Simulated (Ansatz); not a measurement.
InSe at several levels of theory

One geometry, relaxed with PBE+D3(BJ), and single points on it; plane waves with PAW potentials in Ansatz, scalar-relativistic unless the row names spin-orbit coupling. No spin polarisation. Meshes are on the primitive cell of 4 atoms. Gaps are the least over mesh and band path; pressure is positive in compression. Smearing is Gaussian, 0.02 eV. Rows that don't name D3 lack it, which shows in their pressure.

```xyz
4
Lattice="5.9466 -2.0693 0.0176 5.9466 2.0693 0.0176 -1.6081 0.0000 4.1992" Properties=species:S:1:pos:R:3 pbc="T T T"
In   10.4927    0.0000    0.1123
In   -0.2076    0.0000    4.1220
Se    6.7468    0.0000    2.6833
Se    3.5384    0.0000    1.5510
```

```
     level cutoff (eV) k mesh gap (eV) pressure (GPa) rough cost with bands (core-min)
PBE+D3(BJ)          420  10×10×8      0.56             0.0                               2.6
```

What do r2SCAN, PBEsol give on the same cell?

```json
{"level": "r2SCAN", "cutoff (eV)": "500", "k mesh": "10×10×8", "gap (eV)": "0.91", "pressure (GPa)": "0.6", "rough cost with bands (core-min)": "4"}
{"level": "PBEsol", "cutoff (eV)": "420", "k mesh": "10×10×8", "gap (eV)": "0.51", "pressure (GPa)": "-0.9", "rough cost with bands (core-min)": "2.6"}
```

This form isn't the usual stable structure of the compound.